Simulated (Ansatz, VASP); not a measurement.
One calculation of Ru, two programs

```
Ru
1.0
    -1.54751    1.54751    1.54751
     1.54751   -1.54751    1.54751
     1.54751    1.54751   -1.54751
Ru
1
Direct
  0.00000 0.00000 0.00000
```

Alike in both runs: task single point; functional PBE; k mesh 16 × 16 × 16; occupations fermi-dirac, width 0.1 eV; no spin polarisation.

|  | VASP | Ansatz |
| --- | --- | --- |
| version | VASP 6.6.1 | Ansatz 0.2.0 |
| potentials or method | VASP PAW PBE potentials, release 64 (Ru_pv) | plane waves (420 eV) with PAW, scalar-relativistic |
| plane-wave cutoff (eV) | 520 | 420 |
| valence electrons in the cell | 14 | 16 |

```tsv
	VASP	Ansatz	Ansatz less VASP
pressure (GPa)	-9.9	-9.8	+0.12
```

The two sets of potentials don't hold the same shells in valence.
